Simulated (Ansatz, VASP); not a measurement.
This is a calculation of Pd for VASP 6.6.1.

The input INCAR:

```
PREC = Accurate
ENCUT = 520
EDIFF = 1E-6
ISMEAR = 0
SIGMA = 0.023
LREAL = F
LASPH = T
NELM = 100
ALGO = Normal
ISIF = 2
LWAVE = F
LCHARG = T
GGA = PE
LELF = T
LVHAR = T
NBANDS = 11
```

File KPOINTS:

```
Automatic mesh
0
Gamma
  12 12 12
```

POSCAR

```
Pd
1.0
   -1.5722810000      1.5722810000      1.5722810000
    1.5722810000     -1.5722810000      1.5722810000
    1.5722810000      1.5722810000     -1.5722810000
Pd
1
Direct
    0.0000000000      0.0000000000      0.0000000000
```

Potentials or basis: VASP PAW PBE potentials, release 64 (Pd).

Command:

```console
$ cat potpaw_PBE.64/Pd/POTCAR > POTCAR
$ mpirun -np 1 vasp_std > vasp.out
```

Task: Set up the same calculation for Ansatz 0.2.0. Potentials there: Ansatz PAW.

Result: As run (the cutoff follows the program's own potentials):

input.yaml

```yaml
crystal:
  lattice:
    - [-1.572281, 1.572281, 1.572281]
    - [1.572281, -1.572281, 1.572281]
    - [1.572281, 1.572281, -1.572281]
  atoms:
    - { symbol: Pd, position: [0.0, 0.0, 0.0] }
hamiltonian:
  xc: pbe
  pseudopotentials: { kind: paw }
kpoints:
  mp_grid: { grid: [12, 12, 12] }
scf:
  occupations: { method: gaussian, width: 0.023 }
output:
  forces: true
  stress: true
  eigenvalues: true
```

Potentials or basis: Ansatz PAW.

The run is started by

```sh
$ ansatz run input.yaml --threads 2 --pin off --max-ram 5632MiB --backend cpu --events-out ev --progress --plain --runs-dir out
```

Both were run:

|  | VASP | Ansatz | Ansatz less VASP |
| --- | --- | --- | --- |
| gap on the k mesh at the Fermi level (eV) | none | none | - |
| pressure (GPa) | -1.5 | -1.2 | +0.30 |

A gap of «none» marks a metal or a gap that the smearing closes. With one functional, cell and mesh, what is left measures potentials, basis and numerics. The two sets of potentials don't hold the same shells in valence.
